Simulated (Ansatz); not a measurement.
# AlGa3N4: generalised stacking fault

Method: DFT r2SCAN, scalar-relativistic, plane waves, PAW in Ansatz. Settings: plane waves to 500 eV, k-mesh 5×5×3 (Γ-centred), Gaussian smearing 0.05 eV. No spin polarisation. Energies are free energies at this smearing, counted from the undisturbed cell; pressure is positive in compression.

Reference structure (relaxed at this level; it needn't be the usual structure):

```yaml
crystal:
  lattice:
    - [0.00000, -4.46534, 0.00000]
    - [0.00000, 0.00000, -4.46534]
    - [8.93069, 0.00000, 0.00000]
  atoms:
    - { symbol: Al, position: [0.00000, 0.00000, 0.81385] }
    - { symbol: Al, position: [0.00000, 0.00000, 0.31385] }
    - { symbol: Ga, position: [0.50000, 0.00000, 0.06385] }
    - { symbol: Ga, position: [0.50000, 0.00000, 0.56385] }
    - { symbol: Ga, position: [0.00000, 0.50000, 0.06385] }
    - { symbol: Ga, position: [0.00000, 0.50000, 0.56385] }
    - { symbol: Ga, position: [0.50000, 0.50000, 0.81385] }
    - { symbol: Ga, position: [0.50000, 0.50000, 0.31385] }
    - { symbol: N, position: [0.24465, 0.75535, 0.19153] }
    - { symbol: N, position: [0.24465, 0.75535, 0.69153] }
    - { symbol: N, position: [0.75535, 0.24465, 0.19153] }
    - { symbol: N, position: [0.75535, 0.24465, 0.69153] }
    - { symbol: N, position: [0.24465, 0.24465, 0.93617] }
    - { symbol: N, position: [0.24465, 0.24465, 0.43617] }
    - { symbol: N, position: [0.75535, 0.75535, 0.93617] }
    - { symbol: N, position: [0.75535, 0.75535, 0.43617] }
```

The cut lies on the cell's a–b face, a (1 0 0) plane (indices in the standard cell, whose axes needn't be the Cartesian ones shown) of area 19.94 Å², between layers 1.14 Å apart. Vector c is tilted by f times 1·a − 1·b (length 6.315 Å) with the atoms' Cartesian places fixed: one unrelaxed fault a cell.

```
     f  γ (mJ/m²)
0.0000          0
0.0833       3364
0.1667      17895
0.2500      31393
0.3333      17894
0.4167       3360
0.5000         -6
```

**Question.** Predict the shear traction, the slope of γ along the slip (GPa) at each point.

**Answer.**
| f | shear traction, the slope of γ along the slip (GPa) |
| --- | --- |
| 0.0000 | 0.0 |
| 0.0833 | 148.9 |
| 0.1667 | 379.6 |
| 0.2500 | 0.0 |
| 0.3333 | -379.7 |
| 0.4167 | -148.9 |
| 0.5000 | 0.0 |

Cost: 7 runs of about 7.4 core-minutes in all, on Intel Xeon Platinum 8259CL (Skylake/Cascade Lake) (shared hosts).